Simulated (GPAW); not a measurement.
# MoS2 (R-3m) in GPAW: reference runs

How does MoS2 come out in PBE? The cell is run as given.

Program: GPAW 26.7.0. These are calculated values, not measurements. Logs are shortened: lines on timing, memory, paths and dates and some standing lists are left out, and cuts for length are marked. The log counts tension as positive stress, the text compression.

## Step 1: The structure

The structure is trigonal, space group R-3m (No. 166). The conventional cell has a = 3.171 Å, b = 3.171 Å, c = 18.345 Å, α = 90.00°, β = 90.00°, γ = 120.00°. Mo (site symmetry -3m) has 6 S at 2.39 Å as nearest neighbours. S (site symmetry 3m) has 3 Mo at 2.39 Å as nearest neighbours.

Measurements of this composition are mostly on another form, of space group No. 194.

## Step 2: Single point, PBE

The input, run.py:

```python
from ase import Atoms
from ase.dft.bandgap import bandgap
from ase.io import write
from ase.units import Bohr, GPa
from gpaw import GPAW, PW
from gpaw.elf import elf_from_dft_calculation

atoms = Atoms(['Mo', 'S', 'S'],
              cell=[[1.5855, 0.9153888518, 6.1149966667],
                    [-1.5855, 0.9153888518, 6.1149966667],
                    [0.0, -1.8307777036, 6.1149966667]],
              scaled_positions=[[0.0, 0.0, 0.0],
                                [0.25, 0.25, 0.25],
                                [0.75, 0.75, 0.75]],
              pbc=True)

calc = GPAW(mode=PW(600),
            xc='PBE',
            kpts={'size': (10, 10, 10), 'gamma': True},
            occupations={'name': 'fermi-dirac', 'width': 0.05},
            nbands=25,
            convergence={'density': 1e-05, 'energy': 1e-05},
            maxiter=150,
            txt='gpaw.txt')
atoms.calc = calc
energy = atoms.get_potential_energy()
forces = atoms.get_forces()
stress = atoms.get_stress()
calc.write('gs.gpw')
write('result.traj', atoms)
print(f'Energy: {energy:.6f} eV')
print('Forces (eV/A):')
print(forces.round(4))
print('Stress (GPa):', (stress / GPa).round(3))
print('Fermi level:', round(calc.get_fermi_level(), 4), 'eV')
print(f'Gap: {bandgap(calc)[0]:.4f} eV, direct: {bandgap(calc, direct=True)[0]:.4f} eV')

# fields on the real-space grid
write('density.cube', atoms, data=calc.get_pseudo_density() * Bohr**3)
write('potential.cube', atoms, data=calc.get_electrostatic_potential())
write('elf.cube', atoms, data=elf_from_dft_calculation(calc).data)
```

Potentials or basis: GPAW PAW data sets (gpaw-data 1.2.1), pw.

Run with:

```
> OMP_NUM_THREADS=1 python run.py
```

gpaw.txt:

```text
__  _  _
 | _ |_)|_||  |
 |__||  | ||/\| - 26.7.0

Input parameters:
  mode=PW(ecut=600.0),
  convergence={'density': 1e-05, 'energy': 1e-05},
  kpts=MonkhorstPack(size=(10, 10, 10), gamma=True),
  maxiter=150,
  nbands=25,
  occupations=Occupations(name='fermi-dirac', width=0.05),
  xc=XC(name='PBE')

Diagonalizing LCAO Hamiltonian
Converting LCAO to pw mode

       S

       S

       Mo

Atoms  # Å, Bohr magnetons
|   | symbol |        x |        y |         z |    initial magnetic moments |
|---|--------|----------|----------|-----------|-----------------------------|
| 0 |     Mo | 0.000000 | 0.000000 |  0.000000 | ( 0.0000,  0.0000,  0.0000) |
| 1 |      S | 0.000000 | 0.000000 |  4.586248 | ( 0.0000,  0.0000,  0.0000) |
| 2 |      S | 0.000000 | 0.000000 | 13.758743 | ( 0.0000,  0.0000,  0.0000) |

Unit cell  # Å
| periodic |         x |         y |        z |  lengths |    angles |
|----------|-----------|-----------|----------|----------|-----------|
|      yes |  1.585500 |  0.915389 | 6.114997 | 6.383176 | 28.764207 |
|      yes | -1.585500 |  0.915389 | 6.114997 | 6.383176 | 28.764207 |
|      yes |  0.000000 | -1.830778 | 6.114997 | 6.383176 | 28.764207 |

Number of symmetries: 12
Symmetry operations  # r_c * U_cc + t_c -> r_c
|    | kind |            matrix            |
|----|------|------------------------------|
|  0 |  E   |  1, 0, 0,  0, 1, 0,  0, 0, 1 |
|  1 |  σ   |  1, 0, 0,  0, 0, 1,  0, 1, 0 |
|  2 |  σ   |  0, 1, 0,  1, 0, 0,  0, 0, 1 |
|  3 |  C3  |  0, 1, 0,  0, 0, 1,  1, 0, 0 |
|  4 |  C3  |  0, 0, 1,  1, 0, 0,  0, 1, 0 |
|  5 |  σ   |  0, 0, 1,  0, 1, 0,  1, 0, 0 |
|  6 |  C2  |  0, 0,-1,  0,-1, 0, -1, 0, 0 |
|  7 |  S6  |  0, 0,-1, -1, 0, 0,  0,-1, 0 |
|  8 |  S6  |  0,-1, 0,  0, 0,-1, -1, 0, 0 |
|  9 |  C2  |  0,-1, 0, -1, 0, 0,  0, 0,-1 |
| 10 |  C2  | -1, 0, 0,  0, 0,-1,  0,-1, 0 |
| 11 |  i   | -1, 0, 0,  0,-1, 0,  0, 0,-1 |

BZ-sampling:
  Number of BZ points: 1000
  Number of IBZ points: 116

  Monkhorst-Pack size: [10, 10, 10]
  Monkhorst-Pack shift: [0.05, 0.05, 0.05]

K-points  # in reciprocal-cell coordinates
|     |                                coordinates |     weight |
|-----|--------------------------------------------|------------|
|   0 | (  0.00000000,   0.00000000,   0.00000000) | 0.00100000 |
|   1 | (  0.10000000,   0.00000000,  -0.10000000) | 0.00600000 |
|   2 | (  0.10000000,   0.00000000,   0.00000000) | 0.00600000 |
|   3 | (  0.10000000,   0.10000000,  -0.10000000) | 0.00600000 |
|   4 | (  0.10000000,   0.10000000,   0.00000000) | 0.00600000 |
|   5 | (  0.10000000,   0.10000000,   0.10000000) | 0.00200000 |
|   6 | (  0.20000000,  -0.10000000,  -0.10000000) | 0.00600000 |
|   7 | (  0.20000000,   0.00000000,  -0.20000000) | 0.00600000 |
|   8 | (  0.20000000,   0.00000000,  -0.10000000) | 0.01200000 |
|   9 | (  0.20000000,   0.00000000,   0.00000000) | 0.00600000 |
| ... |                                            |            |
| 115 | (  0.50000000,   0.50000000,   0.50000000) | 0.00100000 |

Plane wave coefficients: 1800
Cutoff: 600.0 eV

Spin-components: 1 (collinear spins)
Bands:           25
Projectors:      16
Spin-degeneracy: 2
Datatype:        complex128

Density:
  Valence electrons: 26.0
  Components: 1
  Grid points: [40 40 40]
  Charge: 0.0  # |e|

Potential:
  Grid points: [40 40 40]

species:
  Mo:
    name:    Molybdenum
    Z:       42.0
    valence: 14
    core:    28
    charge:  0.0  # [|e|]
    compensation charges:
      type: gauss
      rc: 0.38  # [Å]
      lmax: 2
    cutoffs:
      filter: 2.16  # [Å]
      core: 1.42  # [Å]
    projectors
    | kind |    occ | energy [eV] | rcut [Å] |
    |------|--------|-------------|----------|
    |   4s |  2.000 |     -64.307 |    1.238 |
    |   5s |  1.000 |      -4.084 |    1.238 |
    |   4p |  6.000 |     -38.491 |    1.296 |
    |   5p |  0.000 |      -1.044 |    1.296 |
    |   4d |  5.000 |      -3.754 |    1.296 |
    |    d |        |      23.458 |    1.296 |

    Using partial waves for Mo as LCAO basis

  S:
    name:    Sulfur
    Z:       16.0
    valence: 6
    core:    10
    charge:  0.0  # [|e|]
    compensation charges:
      type: gauss
      rc: 0.24  # [Å]
      lmax: 2
    cutoffs:
      filter: 1.77  # [Å]
      core: 1.66  # [Å]
    projectors
    | kind |    occ | energy [eV] | rcut [Å] |
    |------|--------|-------------|----------|
    |   3s |  2.000 |     -17.254 |    0.974 |
    |   3p |  4.000 |      -7.008 |    0.979 |
    |    s |        |       9.957 |    0.974 |
    |    p |        |      20.203 |    0.979 |
    |    d |        |       0.000 |    0.900 |

    Using partial waves for S as LCAO basis

Reference energy: -131849.312427  # eV

eigensolver:
  PPCG
  Converge bands: occupied
  niter=2

density mixing:
  MSR1-Mixer
  Pratt-step length: 0.05
  Maximum mixing coefficient: 0.75
  Old densities: 10
  SVD Regularization: 0.005
  Good broyden scale: 1.0
  Trust region scale: 1.0
  Backstep threshold: 4.0
  History deletion threshold: 6.0
  Fourier metric: weight=20.0, sigma=0.015

occupation numbers:
  Fermi-Dirac:
    width: 0.0500  # eV

poisson solver:
  ecut: 4800.0  # eV

xc functional:
  name: PBE with 2 nearest neighbor stencil

convergence criteria:
- Maximum integral of absolute [dens]ity change: 1e-05 electrons / valence electron
- Maximum [total energy] change in last 3 cyles: 1e-05 eV / valence electron
- Maximum integral of absolute [eigenst]ate change: 4e-08 eV^2 / valence electron
maximum number of iterations: 150

SCF iterations
|iter     | |      energy | eigst |  dens |
|---------|-|-------------|-------|-------|
|iter:   1| |  -22.950511 | +0.40 |       |
|iter:   2| |  -22.348921 | -1.52 | -0.97 |
|iter:   3| |  -21.256298 | -1.25 | -1.05 |
|iter:   4| |  -21.231109 | -2.40 | -1.52 |
|iter:   5| |  -21.231068 | -2.95 | -1.79 |
|iter:   6| |  -21.227424 | -3.79 | -2.13 |
|iter:   7| |  -21.227374 | -4.64 | -2.83 |
|iter:   8| |  -21.227366c| -5.89 | -3.39 |
|iter:   9| |  -21.227366c| -7.26 | -4.16 |
|iter:  10| |  -21.227366c| -7.63c| -4.75 |
|iter:  11| |  -21.227366c| -8.31c| -5.68c|

Converged in 11 steps
Energy contributions relative to reference atoms: (reference = -131849.312427)

Energy contributions:
  Kinetic:           6.139231
  Coulomb:         -10.663844
  Zero:             -0.120391
  External:          0.000000
  Xc:              -16.579337
  Entropy:          -0.006050
  Spinorbit:         0.000000
  ----------------------------
  Free energy:     -21.230391
  Extrapolated:    -21.227366

dipole moment: (-0.000000, 0.000000, -68.606673)  # |e|*Ang

Fermi level: 8.491
Eigenvalues  # (at kpt = [0.000, 0.000, 0.000])
| band index |      eig [eV] | occ [0-2] |
|------------|---------------|-----------|
|          0 |       -53.380 |     2.000 |
|        ... |               |           |
|          7 |         4.285 |     2.000 |
|          8 |         4.285 |     2.000 |
|          9 |         6.693 |     2.000 |
|         10 |         7.238 |     2.000 |
|         11 |         7.419 |     2.000 |
|         12 |         7.419 |     2.000 |
[... 8 lines left out ...]
|         21 |        18.864 |     0.000 |
|         22 |        20.934 |     0.000 |
|        ... |               |           |
|         24 |        20.962 |     0.000 |

No gap
No difference between direct/indirect transitions

Forces  # eV/Ang
|        x |        y |        z |
|----------|----------|----------|
|  0.00000 |  0.00000 | -0.00000 |  # Mo   0
|  0.00000 | -0.00000 | -1.00820 |  # S    1
| -0.00000 |  0.00000 |  1.00820 |  # S    2

Stress tensor  # eV/Ang^3
|         x |         y |         z |
|-----------|-----------|-----------|
| -0.039792 |  0.000000 |  0.000000 |
|  0.000000 | -0.039792 | -0.000000 |
|  0.000000 | -0.000000 | -0.067215 |

# Writing to gs.gpw (mode='')
```

It took 1.8 min on 1 thread of AMD EPYC 9R45 (Zen 5), shared host; peak memory 0.35 GiB.

Results:

```yaml
Free_energy: -21.2304 eV
Pressure: 7.8 GPa
Largest_force: 1.008 eV/Å
Band_gap_on_the_k_mesh: none (metal or under the smearing width)
```

Forces on the atoms (eV/Å):
```
Mo   0.000  0.000  0.000
S    0.000  0.000 -1.008
S    0.000  0.000  1.008
```

Stress tensor (GPa, compression positive):
```
 6.38  0.00  0.00
 0.00  6.38  0.00
 0.00  0.00 10.77
```

Caveat: the cell's inner coordinates are idealised or old, which leaves forces on the atoms; the program warned that so skewed a cell can give wrong results.
